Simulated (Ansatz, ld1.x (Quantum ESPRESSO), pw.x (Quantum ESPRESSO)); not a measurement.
# bismuth (sc): variants of one PAW potential in the solid

Bi, PAW, made with ld1.x (Quantum ESPRESSO) 7.5 (PBE, scalar-relativistic). Core [Xe] 4f14 5d10, reference 6s2 6p3. Waves: 6s (bound): rcut 1.85, rcutus 1.95 bohr; 6s channel at -0.75 Ry: rcut 1.85, rcutus 1.95 bohr; 6p (bound): rcut 2.25, rcutus 2.70 bohr; 6p channel at 0.05 Ry: rcut 2.25, rcutus 2.70 bohr; 6d channel at 0.5 Ry: rcut 2.50, rcutus 2.90 bohr; 6d channel at 1.25 Ry: rcut 2.50, rcutus 2.90 bohr. Local part: all-electron potential smoothed inside 2.85 bohr (lloc = -2). Core correction: none. Augmentation charge: PSQ, inside the norm-conserving radii.

Crystal test: sc Bi in pw.x 7.5, no spin, 10³ k-points, Fermi–Dirac smearing 0.01 Ry, cutoffs set for each file from its atomic test. The reference is all-electron LAPW (Ansatz 0.2.0) with the same functional, mesh and smearing; V0 and B0 come from Birch–Murnaghan fits to the pressures at five volumes. Errors are pseudo minus all-electron; Δ is the rms difference of the E(V) curves that follow from these fits, minima aligned, over ±6 % about the mean V0. Mesh and smearing are coarse, so the numbers serve the comparison and aren't converged zero-temperature values; the lattice is a test structure that the element need not adopt.

All-electron: a0 = 3.278 Å (V0 = 35.23 Å³/atom), B0 = 45.4 GPa.

Base: Atomic configuration tests: 2 of 7 tests not solved or not reliable.

3 further variants are left out: they gave no file fit for a test, a broken result, the same result as the base, or pressures whose basis-set error rivals the error shown.

```csv
change,cutoffs (Ry),pw.x,a0 (Å),a0 error (%),B0 error (%),Δ (meV/atom),mean pressure error (GPa)
base,40/320,converged,3.288,+0.31,+3.8,3.4,+0.46
"waves 6p (bound): rcut 1.86, rcutus 1.98 bohr; 6p channel at 0.05 Ry: rcut 1.86, rcutus 1.98 bohr",40/320,converged,3.290,+0.36,+1.8,3.6,+0.46
"wave 6d channel at 0.5 Ry: rcut 2.50, rcutus 2.90 bohr becomes 6d channel at 0.22 Ry: rcut 2.50, rcutus 2.90 bohr",40/320,converged,3.291,+0.39,+3.7,4.2,+0.58
```
